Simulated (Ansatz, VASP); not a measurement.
# One calculation of HgSe, two programs

```
CELL_PARAMETERS angstrom
0.00000 3.04250 3.04250
3.04250 0.00000 3.04250
3.04250 3.04250 0.00000
ATOMIC_POSITIONS crystal
Hg 0.00000 0.00000 0.00000
Se 0.25000 0.25000 0.25000
```

Alike in both runs: task relaxation of cell and atoms; functional LDA; k mesh 10 × 10 × 10; occupations gaussian, width 0.01 eV; no spin polarisation.

```csv
,VASP,Ansatz
version,VASP 6.6.1,Ansatz 0.2.0
potentials or method,"VASP PAW LDA potentials, release 64 (Hg, Se)","scalar-relativistic, plane waves, PAW"
plane-wave cutoff (eV),600,420
valence electrons in the cell,18,36
```

Ansatz gave:

```
gap on the k mesh at the Fermi level, each at its own relaxed structure (eV) : none
relaxed volume (Å³/atom)                                                     : 27.86
relaxed cell length with the largest relative difference (Å)                 : 4.287
```

Q: What did VASP give for the same quantities?

A: gap on the k mesh at the Fermi level, each at its own relaxed structure (eV): none; relaxed volume (Å³/atom): 28.12; relaxed cell length with the largest relative difference (Å): 4.301.

A gap of «none» marks a metal or a gap that the smearing closes. The two sets of potentials don't hold the same shells in valence.

Spin-orbit coupling is left out, which matters for the levels of Hg.
